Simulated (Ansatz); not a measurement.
# Si (P6/mmm) in Ansatz: reference runs

Aim: a first look at Si with PBEsol, on the cell as given and on a disturbed one.

Program: Ansatz 0.2.0. These are calculated values, not measurements. Logs are shortened: lines on timing, memory, paths and dates and some standing lists are left out, and cuts for length are marked.

## 1. The crystal as given

It takes space group P6/mmm (No. 191, hexagonal). Conventional cell: a = 2.621 Å, b = 2.621 Å, c = 2.466 Å, α = 90.00°, β = 90.00°, γ = 120.00°. Si (site symmetry 6/mmm) has 8 Si at 2.47 to 2.62 Å as nearest neighbours.

This isn't the form of Si at room conditions, which is diamond.

## 2. Single point, PBEsol

Input file input.yaml:

```yaml
crystal:
  lattice:
    - [2.6205428149, 0.0, 0.0]
    - [-1.3102714075, 2.2694566494, 0.0]
    - [0.0, 0.0, 2.46635439]
  atoms:
    - { symbol: Si, position: [0.0, 0.0, 0.0] }
kpoints:
  mp_grid: { grid: [12, 12, 11] }
scf:
  occupations: { method: fermi_dirac, width: 0.05 }
hamiltonian:
  xc: pbesol
  pseudopotentials: { kind: all_electron, lapw: { basis_error: 0.001 } }
output:
  forces: true
  stress: true
  eigenvalues: true
  populations: true
```

Potentials or basis: all-electron LAPW, scalar-relativistic.

Started as:

```
$ ansatz run input.yaml --threads 1 --pin off --max-ram 3072MiB --backend cpu --events-out ev --progress --plain --runs-dir out
```

What it wrote:

```text
Warning: RAYON_NUM_THREADS=1 ignored (pool sized by the plan → 1); use --threads N
Si: projections on atomic orbitals take those of the free atom 1s2 2s2 2p6 3s2 3p2, of charge +0.00 (hamiltonian.pseudopotentials.projection_atoms)
LAPW: plane waves up to 7.043 Å⁻¹, error target 1.0e-3 eV per atom; small_component_spin mean_spin; Si in spheres of 1.233 Å, 12 of its electrons in bands, Dirac shells [] (how accurate: hamiltonian.pseudopotentials.lapw.basis_error, Limitations)
Engine: ansatz 0.2.0, aarch64-unknown-linux-gnu
Pseudopotentials: kind: all_electron
Pseudopotential: Si, LAPW, valence charge 12, lapw/all_electron/scalar/gaussian/Si, Koelling and Harmon's equation, gaussian nucleus
Functional definition: PBEsol
  exchange = pbesol_x
  correlation = pbesol_c
Crystal: 1 atoms, lattice volume = 14.668 Å³
Basis set: ecut = 188.98913089132486 eV, 83 PW (Γ), exchange–correlation at level 2
Bands: 10, of which v1, the nominal top of the filled ones, is band 6 counted from 1 (5 counted from 0)
Symmetry: 24 space group operations
Space group: P6/mmm (ITA 191), of the structure as read, at distance tolerance 2.4e-5 Å
k-points: 114 of 1584
Non-local potential: Si, projectors of the file, none
Initial density: superposition of atomic densities (chi_scale 0.1, normalization cell)
Initial wavefunctions: plane waves of lowest kinetic energy (no species holds an atomic orbital)
Functional: x = pbesol(κ = 0.804, μ = 0.12345679012345678), c = pbesol(β = 0.046)
iter 1 solved again at ethr=2.62e-4 eV; its pass at ethr=1.00e-1 eV (dr2=3.14e-2 eV) is discarded
SCF iter   1: F=—  HF=-7877.783461 eV  |F-HF|=—  |Δ(HF+E_count)|=         —  Δρ=2.02e-2  dr2=3.13e-2  ethr=2.62e-4  ⟨swp⟩=3.0  Hψ=8569  notcnv=0
preconditioner: auto → none  [metal: Δε(μ)=0.101 eV  Ē_g=13.910 eV  σ=0.050 eV  W_gap=0.40  n_scr=2 (ndim 8)  ℏωp=19.4 eV  f_vac=0.000  D(μ)=0.40/eV (n_scr^D=0)  sad-step TF]
SCF iter   2: F=—  HF=-7877.774004 eV  |F-HF|=—  |Δ(HF+E_count)|=   9.46e-3  Δρ=1.28e-2  dr2=1.38e-2  ethr=2.61e-4  ⟨swp⟩=2.0  Hψ=3157  notcnv=0
iter 3 solved again at ethr=9.24e-7 eV; its pass at ethr=1.15e-4 eV (dr2=1.11e-4 eV) is discarded
SCF iter   3: F=—  HF=-7877.771602 eV  |F-HF|=—  |Δ(HF+E_count)|=   2.40e-3  Δρ=1.14e-3  dr2=1.11e-4  ethr=9.24e-7  ⟨swp⟩=2.0  Hψ=5522  notcnv=0
SCF iter   4: F=—  HF=-7877.771582 eV  |F-HF|=—  |Δ(HF+E_count)|=         —  Δρ=1.47e-4  dr2=1.81e-6  ethr=9.22e-7  ⟨swp⟩=2.0  Hψ=3041  notcnv=0
the basis was enlarged: its passes take 116.9 KiB over the memory plan, 1 of 1 planned eigensolver slots
SCF iter   5: F=-7877.771581 eV  HF=-7877.771581 eV  |F-HF|=2.65e-10  |Δ(HF+E_count)|=   6.31e-7  Δρ=1.87e-5  dr2=3.54e-8  ethr=1.51e-8  ⟨swp⟩=2.0  Hψ=3041  notcnv=0
SCF 1 converged in 5 iterations: F = -7877.771581 eV  dr2 = 3.54e-8
SCF converged after 5 iterations
Free energy (F): -7877.771581 eV
Harris-Foulkes:  -7877.771581 eV  (|F-HF|=2.65e-10)
Internal energy: -7877.768425 eV  (E = F + TS)
E sigma→0 (E₀):  -7877.770003 eV
Entropy (-TS):   -0.003157 eV (-3.157 meV/atom)
Fermi energy:    11.841801 eV
--- Per-component energies (eV) ---
  E_band       = -689.642335
  E_kinetic    = 7898.050546
  E_xc         = -553.963234
  E_electrostatic = -15221.855737  (all electrons and nuclei)
  E_smearing   = -0.003157  (= −TS)
  E_closure    = 0.000000  (closes the sum)
  E_atoms      = -7872.210872  (free atoms, spherical and without spin; not in F)
  Σ components = -7877.771581   (vs F -7877.771581, Δ=0.00e0)
  Basis errors (estimates in eV, not in F): energy 4.4e-4 per atom: plane waves 3.9e-4 (2.1e-4 summed), levels above the bands 3.9e-109, relativity 3.0e-9, radial functions 4.2e-5, core shells 7.3e-12; eigenvalues (radial functions only) 7.3e-6; not estimated: angular momenta, meshes, grids; target (lapw.basis_error) 1.0e-3; muffin-tin radii Si 1.233 Å
--- Forces (eV/Å), atoms counted from 1 ---
  atom   1  Si    -0.00000000     0.00000000     0.00000000
  max |Σ_I F_I| component: 6.57e-32 eV/Å
--- Stress (GPa, compression-positive) ---
       -0.923641      -0.000000       0.000000
       -0.000000      -0.923641       0.000000
        0.000000       0.000000       3.508136
  P = ⅓ Tr σ = 0.5536 GPa (5.536 kbar)
--- Band table (eV; the first three rows and the last of 114) ---
  k-point 0: bands = ["-122.1271", "-78.4217", "-78.4217", "-78.3680", "-2.2673", "19.4006", "19.8585", "22.2278", "22.2278", "24.1196"]
  k-point 1: bands = ["-122.1269", "-78.4216", "-78.4216", "-78.3693", "-2.0737", "16.2520", "22.3787", "22.3787", "22.9203", "24.2745"]
  k-point 2: bands = ["-122.1265", "-78.4213", "-78.4213", "-78.3729", "-1.4956", "13.0095", "22.8295", "22.8295", "24.7237", "24.7237"]
  k-point 113: bands = ["-122.1235", "-78.4284", "-78.4284", "-78.3831", "10.4994", "10.9046", "10.9046", "13.3600", "15.9059", "15.9059"]
--- Löwdin populations: 1 site ---
  site symbol       q [e]
     0     Si     13.9382
  spilling = 0.004415 (of n_electrons = 14.000000)
```

Wall time 2.7 s (1 thread of Arm Neoverse V2, shared host); peak memory 0.2 GiB.

Results:

```yaml
Free_energy: -7877.7716 eV
Pressure: 0.6 GPa
Band_gap_on_the_k_mesh: none (metal or under the smearing width)
```

Stress tensor (GPa, compression positive):
```
-0.92  0.00  0.00
 0.00 -0.92  0.00
 0.00  0.00  3.51
```

## 3. Single point, PBEsol (cell strained at random at fixed volume)

Changes to input.yaml since step 2:

```diff
@@ -2,7 +2,7 @@
   lattice:
-    - [2.6205428149, 0.0, 0.0]
-    - [-1.3102714075, 2.2694566494, 0.0]
-    - [0.0, 0.0, 2.46635439]
+    - [2.604491, 0.005171, -0.011458]
+    - [-1.297768, 2.258276, -0.008721]
+    - [-0.010784, -0.015704, 2.491146]
   atoms:
-    - { symbol: Si, position: [0.0, 0.0, 0.0] }
+    - { symbol: Si, position: [-0.012097, -0.012787, -0.015678] }
 kpoints:
```

Potentials or basis: all-electron LAPW, scalar-relativistic.

Started as:

```
$ ansatz run input.yaml --threads 1 --pin off --max-ram 3072MiB --backend cpu --events-out ev --progress --plain --runs-dir out
```

What it wrote:

```text
Warning: RAYON_NUM_THREADS=1 ignored (pool sized by the plan → 1); use --threads N
Si: projections on atomic orbitals take those of the free atom 1s2 2s2 2p6 3s2 3p2, of charge +0.00 (hamiltonian.pseudopotentials.projection_atoms)
LAPW: plane waves up to 6.932 Å⁻¹, error target 1.0e-3 eV per atom; small_component_spin mean_spin; Si in spheres of 1.246 Å, 12 of its electrons in bands, Dirac shells [] (how accurate: hamiltonian.pseudopotentials.lapw.basis_error, Limitations)
Engine: ansatz 0.2.0, aarch64-unknown-linux-gnu
Pseudopotentials: kind: all_electron
Pseudopotential: Si, LAPW, valence charge 12, lapw/all_electron/scalar/gaussian/Si, Koelling and Harmon's equation, gaussian nucleus
Functional definition: PBEsol
  exchange = pbesol_x
  correlation = pbesol_c
Crystal: 1 atoms, lattice volume = 14.668 Å³
Basis set: ecut = 183.0590368914999 eV, 73 PW (Γ), exchange–correlation at level 2
Bands: 10, of which v1, the nominal top of the filled ones, is band 6 counted from 1 (5 counted from 0)
Symmetry: 2 space group operations
Space group: P-1 (ITA 2), of the structure as read, at distance tolerance 2.4e-5 Å
[... 28 lines left out ...]
  E_closure    = 0.000000  (closes the sum)
  E_atoms      = -7872.210872  (free atoms, spherical and without spin; not in F)
  Σ components = -7877.771992   (vs F -7877.771992, Δ=0.00e0)
  Basis errors (estimates in eV, not in F): energy 4.3e-4 per atom: plane waves 4.0e-4 (2.2e-4 summed), levels above the bands 3.4e-111, relativity 2.4e-9, radial functions 3.6e-5, core shells 5.6e-12; eigenvalues (radial functions only) 8.5e-6; not estimated: angular momenta, meshes, grids; target (lapw.basis_error) 1.0e-3; muffin-tin radii Si 1.246 Å
--- Forces (eV/Å), atoms counted from 1 ---
  atom   1  Si     0.00000000     0.00000000     0.00000000
  max |Σ_I F_I| component: 0.00e0 eV/Å
--- Stress (GPa, compression-positive) ---
        1.060926      -0.441992       0.893907
       -0.441992       0.556791       1.316144
        0.893907       1.316144      -0.359223
  P = ⅓ Tr σ = 0.4195 GPa (4.195 kbar)
--- Band table (eV; the first three rows and the last of 794) ---
  k-point 0: bands = ["-122.1341", "-78.4278", "-78.4261", "-78.3794", "-2.2748", "19.2427", "19.4001", "22.4655", "22.5658", "24.1986"]
  k-point 1: bands = ["-122.1340", "-78.4278", "-78.4261", "-78.3806", "-2.0857", "15.9679", "22.5685", "22.6874", "22.7126", "24.3473"]
  k-point 2: bands = ["-122.1336", "-78.4275", "-78.4259", "-78.3837", "-1.5212", "12.7634", "23.0446", "23.1483", "24.7779", "24.9351"]
  k-point 793: bands = ["-122.1308", "-78.4371", "-78.4300", "-78.3926", "8.6214", "8.9910", "10.9146", "13.5727", "20.4299", "23.9047"]
--- Löwdin populations: 1 site ---
  site symbol       q [e]
     0     Si     13.9372
  spilling = 0.004486 (of n_electrons = 14.000000)
```

Wall time 17 s (1 thread of Arm Neoverse V2, shared host); peak memory 0.39 GiB.

Results:

```yaml
Free_energy: -7877.7720 eV
Pressure: 0.4 GPa
Band_gap_on_the_k_mesh: none (metal or under the smearing width)
```
